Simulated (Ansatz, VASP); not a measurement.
SrO: VASP beside Ansatz

```
Sr O
1.0
     0.00000    2.80659    2.80659
     2.80659    0.00000    2.80659
     2.80659    2.80659    0.00000
Sr O
1 1
Cartesian
  0.0000 0.0000 0.0000
  1.4033 1.4033 1.4033
```

Alike in both runs: task electric field gradients; functional r2SCAN; k mesh 11 × 11 × 11; occupations fermi-dirac, width 0.03 eV; no spin polarisation.

```csv
,VASP,Ansatz
version,VASP 6.6.1,Ansatz 0.2.0
potentials or method,"VASP PAW PBE potentials, release 64 (Sr_sv, O)","PAW with Ansatz's default frozen-core files, scalar-relativistic"
plane-wave cutoff (eV),520,500
valence electrons in the cell,16,16
```

VASP gave:

```
gap on the k mesh at the Fermi level (eV)                      : 2.88
pressure (GPa)                                                 : -0.5
Vzz of the field gradient on the site that differs most (V/Å²) : 0.0
```

**Question.** Estimate Ansatz's values.

**Answer.** gap on the k mesh at the Fermi level (eV): 2.87; pressure (GPa): -1.0; Vzz of the field gradient on the site that differs most (V/Å²): 0.0.

Ansatz warned: «gradients_without_spin_orbit».

Caveats: the PAW data sets were made with another functional, which shifts forces and pressure a little (VASP); an odd mesh through Γ misses points on the zone boundary, where band edges often lie. r2SCAN opens gaps a little over a GGA but as a rule still falls short of measured ones.
